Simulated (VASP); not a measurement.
Input of a VASP 6.6.1 run:

INCAR

```
SYSTEM = HgTe
ALGO     = Fast           ! electronic algorithm
EDIFF    = 1E-6           ! SCF threshold, eV
EDIFFG   = -0.01          ! ionic threshold
ENCUT    = 600            ! plane-wave cutoff, eV
GGA      = PE             ! functional
IBRION   = 2              ! ionic algorithm
ISIF     = 3              ! what is computed and relaxed
ISMEAR   = -1             ! smearing method
IVDW     = 12             ! dispersion correction
LASPH    = .True.         ! aspherical terms in the spheres
LCHARG   = .False.        ! write CHGCAR
LREAL    = .False.        ! projectors in reciprocal space
LWAVE    = .False.        ! write WAVECAR
NELM     = 60             ! most SCF steps
NSW      = 40             ! ionic steps
PREC     = Accurate       ! precision mode
SIGMA    = 0.05           ! smearing width, eV
```

File KPOINTS:

```
k-points
0
Gamma
  6 6 6
  0 0 0
```

The input POSCAR:

```
HgTe
1.0
    0.0000000000      3.2145000000      3.2145000000
    3.2145000000      0.0000000000      3.2145000000
    3.2145000000      3.2145000000      0.0000000000
Hg Te
1 1
Direct
    0.0000000000      0.0000000000      0.0000000000
    0.7500000000      0.7500000000      0.7500000000
```

Potentials or basis: VASP PAW PBE potentials, release 64 (Hg, Te).

The run is started by

```sh
$ cat potpaw_PBE.64/Hg/POTCAR potpaw_PBE.64/Te/POTCAR > POTCAR
$ mpirun -np 1 vasp_std > vasp.out
```

**Question.** Estimate the dispersion energy per atom.

**Answer.** -0.343 eV.

**Question.** What does it give for the band gap on the k mesh?

**Answer.** None (metal or under the smearing width).

**Question.** What does it give for the relaxed cell?

**Answer.** a = 4.634 Å, b = 4.634 Å, c = 4.634 Å, α = 60.00°, β = 60.00°, γ = 60.00°.

Final structure:
```
Hg Te
1.0
     0.00000    3.27639    3.27639
     3.27639    0.00000    3.27639
     3.27639    3.27639    0.00000
Hg Te
1 1
Direct
  0.00000 0.00000 0.00000
  0.75000 0.75000 0.75000
```

 The run has no spin-orbit coupling, so splittings on Hg, Te are missing.
